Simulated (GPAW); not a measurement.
Something may be wrong with this GPAW 26.7.0 calculation of Nb.

File run.py:

```python
import numpy as np
from ase import Atoms
from ase.dft.bandgap import bandgap
from ase.io import write
from gpaw import GPAW, PW

atoms = Atoms(['Nb'],
              cell=[[-1.45458837, 1.60092034, 1.62730152],
                    [1.61901073, -1.98182682, 2.17263036],
                    [1.2182993, 1.74553775, -2.008208]],
              scaled_positions=[[0.0, 0.0, 0.0]],
              pbc=True)

calc = GPAW(mode=PW(40),
            xc={'name': 'optB88-vdW', 'backend': 'libvdwxc'},
            kpts={'size': (6, 6, 7), 'gamma': True},
            occupations={'name': 'fermi-dirac', 'width': 0.05},
            setups={'Nb': '5'},
            nbands='150%',
            convergence={'density': 1e-05, 'energy': 1e-05},
            maxiter=60,
            txt='gpaw.txt')
atoms.calc = calc
energy = atoms.get_potential_energy()
forces = atoms.get_forces()
calc.write('gs.gpw')
write('result.traj', atoms)
print(f'Energy: {energy:.6f} eV')
print('Forces (eV/A):')
print(forces.round(4))
print('Fermi level:', round(calc.get_fermi_level(), 4), 'eV')
print(f'Gap: {bandgap(calc)[0]:.4f} eV, direct: {bandgap(calc, direct=True)[0]:.4f} eV')

dense = calc.fixed_density(kpts={'size': (9, 9, 10), 'gamma': True}, update_fermi_level=True, convergence={'bands': 'CBM+6.0', 'eigenstates': 1e-6}, txt='dos.txt')
ef = dense.get_fermi_level()
dos = dense.dos(shift_fermi_level=False)
energies = np.linspace(ef - 14, ef + 6, 401)
spins = [None]
columns = [energies] + [dos.raw_dos(energies, spin=s, width=0.0) for s in spins]
for symbol, l in [('Nb', 0), ('Nb', 1), ('Nb', 2)]:
    for s in spins:
        columns.append(sum(dos.raw_pdos(energies, a=a.index, l=l, spin=s, width=0.0)
                           for a in atoms if a.symbol == symbol))
np.savetxt('dos.dat', np.array(columns).T, fmt='%.4f')
print('Fermi level on the dense mesh:', round(ef, 4), 'eV')
```

Potentials or basis: GPAW PAW data sets (gpaw-data 1.2.1), other valence, pw.

Command:

```sh
$ OMP_NUM_THREADS=1 python run.py
```

gpaw.txt:

```text
__  _  _
 | _ |_)|_||  |
 |__||  | ||/\| - 26.7.0

Input parameters:
  mode=PW(ecut=40.0),
  convergence={'density': 1e-05, 'energy': 1e-05},
  kpts=MonkhorstPack(size=(6, 6, 7), gamma=True),
  maxiter=60,
  nbands='150%',
  occupations=Occupations(name='fermi-dirac', width=0.05),
  setups={'Nb': '5'},
  xc=XC(name='optB88-vdW', backend='libvdwxc')
```

On the terminal:

```text
Traceback (most recent call last):
  File "run.py", line 24, in <module>
  File "ase/atoms.py", line 1971, in get_potential_energy
  File "new/ase_interface.py", line 292, in get_potential_energy
  File "new/ase_interface.py", line 215, in calculate_property
  File "new/ase_interface.py", line 153, in iconverge
  File "new/ase_interface.py", line 258, in create_new_calculation
  File "new/calculation.py", line 158, in from_parameters
  File "new/calculation.py", line 135, in __init__
  File "dft.py", line 1003, in create_dft_calculation_components
  File "new/pot_calc.py", line 99, in calculate_without_orbitals
  File "new/pot_calc.py", line 113, in calculate
  File "pw/pot_calc.py", line 97, in calculate_pseudo_potential
  File "pw/pot_calc.py", line 86, in _interpolate_and_calculate_xc
  File "new/xc.py", line 216, in calculate
  File "new/xc.py", line 189, in _evaluate_xc_cpu
AttributeError: 'VDWXC' object has no attribute 'kernel'
```

Q: Diagnose the run.

A: The input was rejected before any iteration. The input holds a flaw that was put in on purpose: cutoff typed in rydberg where eV are read (mode = PW(40)).
